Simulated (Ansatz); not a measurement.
Crystal: As.

```xyz
2
Lattice="1.8808 1.0859 3.5141 -1.8808 1.0859 3.5141 0.0000 -2.1718 3.5141" Properties=species:S:1:pos:R:3 pbc="T T T"
As    0.0000    0.0000    2.3825
As    0.0000    0.0000    8.1597
```

Base run:

```yaml
Program: Ansatz 0.2.0
Functional: PBEsol
Potentials_or_basis: all-electron LAPW, scalar-relativistic
Cutoff: 291 eV
Density_cutoff: 1163 eV
Basis_error_allowed: 0.001 eV/atom
k_mesh: 9 × 9 × 9
Occupations: fermi-dirac, width 0.05 eV
Spin: no spin polarisation
```

Its results: pressure 0.3 GPa; largest force 0.368 eV/Å.

Problem. The run is repeated on the same cell with these changes: functional from PBEsol to PBE. What comes out?

Solution. Pressure 3.7 GPa; largest force 0.426 eV/Å.

PBE binds less tightly than PBEsol, so the same cell stands under more pressure.

Not every run made on this cell is shown here.
